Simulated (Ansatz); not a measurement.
CsBr:
```cif
data_BrCs
_chemical_formula_sum 'Cs1 Br1'
_space_group_name_H-M_alt 'P 1'
_space_group_IT_number 1
_cell_length_a 4.32371
_cell_length_b 4.32371
_cell_length_c 4.32371
_cell_angle_alpha 90.000
_cell_angle_beta 90.000
_cell_angle_gamma 90.000
loop_
_space_group_symop_operation_xyz
  'x, y, z'
loop_
_atom_site_label
_atom_site_type_symbol
_atom_site_fract_x
_atom_site_fract_y
_atom_site_fract_z
_atom_site_occupancy
Cs1 Cs 0.00000 0.00000 0.00000 1
Br1 Br 0.50000 0.50000 0.50000 1
```

Relaxed with r²SCAN.

**Question.** Decompose the optical modes at the zone centre into irreducible representations, and say which are infrared and Raman allowed.

**Answer.** Point group m-3m: Γ_opt = T1u. Infrared: T1u. Raman: none.

**Question.** Assign frequencies (DFPT, r²SCAN (plane waves, PAW; program Ansatz); without the LO–TO term).

**Answer.** T1u 69 cm⁻¹.

Space group Pm-3m (CsCl type). Symmetry was held in the r²SCAN relaxation; phonons on a q-mesh show no instability. Scalar-relativistic: spin–orbit coupling is off unless named, which matters more the heavier the elements.

Potentials: the later of the program's two PAW sets.
